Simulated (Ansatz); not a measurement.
Space group R3m:H (No. 160). a = 3.148 Å, b = 3.148 Å, c = 19.111 Å, α = 90.00°, β = 90.00°, γ = 120.00°
```tsv
atom	site	symmetry	x	y	z
W	3a	3m	0.6667	0.3333	0.3327
S	3a	3m	0.6667	0.3333	0.0813
S	3a	3m	0.3333	0.6667	0.2507
```

Equation of state of this WS2 structure (not necessarily the ground state), with shape and atoms relaxed at each volume where symmetry leaves them free. The calculation used Ansatz 0.2.0, DFT PBEsol, scalar-relativistic, plane waves, PAW.

Cutoff 420 eV; k points 12×12×12 on the computed 3-atom cell (Γ-centred); Gaussian smearing, width 0.02 eV; no spin polarisation.

| V (Å³/atom) | E − E(largest V) (meV/atom) | P (GPa) | gap on mesh (eV) |
| --- | --- | --- | --- |
| 17.127 | 3.37 | 1.76 | 0.87 |
| 17.673 | -0.68 | 0.60 | 1.01 |
| 18.220 | -1.70 | -0.01 | 1.15 |
| 18.766 | -1.15 | -0.32 | 1.28 |
| 19.313 | 0.00 | -0.40 | 1.41 |

Question: Fit a third-order Birch–Murnaghan equation to E(V).

Answer: V0 = 18.23 Å³/atom, B0 = 15 GPa, B0' = 24.2. B0' is unusual or poorly fixed by this range.

Spin-orbit coupling is left out, which matters for the bands of heavy elements. The cell holds layers, and where no dispersion correction was added their binding is poorly described.

This form isn't the usual stable structure of the compound.